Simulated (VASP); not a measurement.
All values below come from PBEsol GGA, VASP's PBE PAW potentials (set 64) (plane waves; VASP).

Input for VASP

INCAR:
```
! general
SYSTEM =InN
PREC   =Accurate
ENCUT  =600
LREAL  =.FALSE.
LASPH  =.TRUE.

! electronic loop
EDIFF  =1E-7
NELM   =100
ALGO   =Normal
LMAXMIX=4

! smearing
ISMEAR =1
SIGMA  =0.1

! functional
GGA    =PS

! ions
ISIF   =2

! output
LWAVE  =.FALSE.
LCHARG =.FALSE.
```

**KPOINTS**
```
Automatic mesh
0
Gamma
10 10 6
0 0 0
```

**POSCAR**
```
InN
1
    1.8221288148    -3.0640968522     0.0000000000
    1.8221288148     3.0640968522     0.0000000000
    0.0000000000     0.0000000000     5.8832368697
In N
2 2
Direct
  0.6666670000   0.3333330000   0.4998915258
  0.3333330000   0.6666670000   0.9998915258
  0.6666670000   0.3333330000   0.8791084742
  0.3333330000   0.6666670000   0.3791084742
```

POTCAR, in this order: In_d N (PBE.64 set). Program: vasp_std.

Output of the run:

### OSZICAR
```
       N       E                     dE             d eps       ncg     rms          rms(c)
DAV:   1     0.359878742931E+03    0.35988E+03   -0.19785E+04  5456   0.246E+03
DAV:   2     0.229394065707E+02   -0.33694E+03   -0.32860E+03  5636   0.509E+02
DAV:   3    -0.252525006508E+02   -0.48192E+02   -0.47391E+02  7500   0.193E+02
DAV:   4    -0.269302810637E+02   -0.16778E+01   -0.16708E+01  6720   0.383E+01
DAV:   5    -0.269808881224E+02   -0.50607E-01   -0.50595E-01  7062   0.635E+00    0.129E+01
DAV:   6    -0.230642907715E+02    0.39166E+01   -0.18317E+01  9314   0.573E+01    0.999E+00
DAV:   7    -0.231177792494E+02   -0.53488E-01   -0.19606E+00  5628   0.120E+01    0.313E+00
DAV:   8    -0.230784035033E+02    0.39376E-01   -0.25520E-01  8628   0.487E+00    0.170E+00
DAV:   9    -0.230636659484E+02    0.14738E-01   -0.62211E-02  9210   0.383E+00    0.495E-01
DAV:  10    -0.230602748988E+02    0.33910E-02   -0.17077E-02  8602   0.193E+00    0.121E-01
DAV:  11    -0.230608158119E+02   -0.54091E-03   -0.37687E-03  8200   0.475E-01    0.189E-01
DAV:  12    -0.230606893767E+02    0.12644E-03   -0.24634E-04  8204   0.205E-01    0.572E-02
DAV:  13    -0.230606382468E+02    0.51130E-04   -0.24012E-04  9556   0.153E-01    0.249E-02
DAV:  14    -0.230606409683E+02   -0.27216E-05   -0.20593E-05  5956   0.419E-02    0.103E-02
DAV:  15    -0.230606403169E+02    0.65145E-06   -0.14432E-06  7416   0.141E-02    0.783E-03
DAV:  16    -0.230606402569E+02    0.60003E-07   -0.77885E-07  6490   0.636E-03
   1 F= -.23060640E+02 E0= -.23060735E+02  d E =0.284846E-03
```

File OUTCAR:
```
------------------------ aborting loop because EDIFF is reached ----------------------------------------
  FORCE on cell =-STRESS in cart. coord.  units (eV):
  Direction    XX          YY          ZZ          XY          YZ          ZX
  --------------------------------------------------------------------------------------
  Total       -3.4323276     -1.3605293     -3.5321500      0.0000000      0.0000000      0.0000000
  in kB      -83.7088588    -33.1810848    -86.1433635      0.0000000      0.0000000      0.0000000
  external PRESSURE =     -67.6777690 kB  Pullay stress =       0.0000000 kB
  volume of cell :       65.69
      direct lattice vectors                 reciprocal lattice vectors
     1.822128815 -3.064096852  0.000000000     0.274404310 -0.163180221  0.000000000
     1.822128815  3.064096852  0.000000000     0.274404310  0.163180221  0.000000000
     0.000000000  0.000000000  5.883236870     0.000000000  0.000000000  0.169974458
 POSITION                                       TOTAL-FORCE (eV/Angst)
 -----------------------------------------------------------------------------------
      1.82213     -1.02137      2.94098         0.000000     -0.205239      0.127074
      1.82213      1.02137      5.88260         0.000000      0.205239      0.127074
      1.82213     -1.02137      5.17200         0.000000     -0.227750     -0.127074
      1.82213      1.02137      2.23038         0.000000      0.227750     -0.127074
 -----------------------------------------------------------------------------------
    total drift:                                0.000000     -0.000000     -0.000071
  FREE ENERGIE OF THE ION-ELECTRON SYSTEM (eV)
  ---------------------------------------------------
  free  energy   TOTEN  =       -23.0606402569 eV

  energy  without entropy=      -23.0609251034  energy(sigma->0) =      -23.06073521
```
(Selected blocks of OUTCAR.)

The compound is InN in the wurtzite structure. This cell was strained or had an atom moved on purpose.
